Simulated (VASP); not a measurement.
**InAs: relaxation of cell and atoms with PBEsol**

Crystal: InAs.

```
In As
1.0
     0.00000    3.01800    3.01800
     3.01800    0.00000    3.01800
     3.01800    3.01800    0.00000
In As
1 1
Direct
  0.00000 0.00000 0.00000
  0.25000 0.25000 0.25000
```

```json
{"Program": "VASP 6.6.1", "Task": "relaxation of cell and atoms", "Functional": "PBEsol", "Potentials or basis": "VASP PAW PBE potentials, release 64 (In_d, As)", "Cutoff": "600 eV", "k mesh": "10 × 10 × 10", "Occupations": "gaussian, width 0.03 eV", "Spin": "no spin polarisation", "Further INCAR settings": "ALGO = Normal; EDIFF = 1e-06; IBRION = 2; EDIFFG = -0.01; NSW = 90; ISIF = 3"}
```

The relaxed volume is 28.25 Å³/atom, the relaxed cell is a = 4.307 Å, b = 4.307 Å, c = 4.307 Å, α = 60.00°, β = 60.00°, γ = 60.00° and the space group after relaxing (to 0.05 Å) is F-43m (No. 216). The energy gained by relaxing is 3.7 meV/atom. The ionic steps are 3. The pressure after relaxing is 0.0 GPa. The band gap on the k mesh is none (metal or under the smearing width).

Step by step:
| step | energy change (eV) | largest force (eV/Å) | pressure (GPa) | volume (Å³) |
| --- | --- | --- | --- | --- |
| 1 | 0.0000 | 0.0000 | 1.62 | 54.98 |
| 2 | -0.0059 | 0.0000 | -0.70 | 57.21 |
| 3 | -0.0075 | 0.0000 | 0.01 | 56.49 |

Final structure:
```cif
data_structure
_symmetry_space_group_name_H-M 'P 1'
_symmetry_Int_Tables_number 1
_cell_length_a 4.3069
_cell_length_b 4.3069
_cell_length_c 4.3069
_cell_angle_alpha 60.000
_cell_angle_beta 60.000
_cell_angle_gamma 60.000
_cell_volume 56.49
loop_
_atom_site_label
_atom_site_type_symbol
_atom_site_fract_x
_atom_site_fract_y
_atom_site_fract_z
_atom_site_occupancy
In1 In 0.00000 0.00000 0.00000 1
As1 As 0.25000 0.25000 0.25000 1
```

Levels at points of the mesh, in eV from the Fermi level:
```tsv
k point	band 6	band 7	band 8	band 9	band 10	band 11	band 12	band 13
(0.00, 0.00, 0.00)	-11.76	-0.40	-0.01	-0.01	-0.01	3.84	3.84	3.84
(0.50, 0.00, 0.00)	-10.34	-5.71	-0.97	-0.97	0.82	4.60	4.60	6.68
(0.50, 0.50, 0.00)	-9.82	-5.80	-2.28	-2.28	1.47	1.97	8.93	9.06
```

It took 19 s on 4 MPI ranks on Intel(R) Xeon(R) 6975P-C (Granite Rapids), on a shared host, peak memory 0.24 GiB a rank.

Caveat: the PAW data sets were made with another functional, which shifts forces and pressure a little; this crystal is a semiconductor, whose small gap the functional closes, so the metal is an error of the method. Zero-point motion and thermal expansion aren't in these numbers.
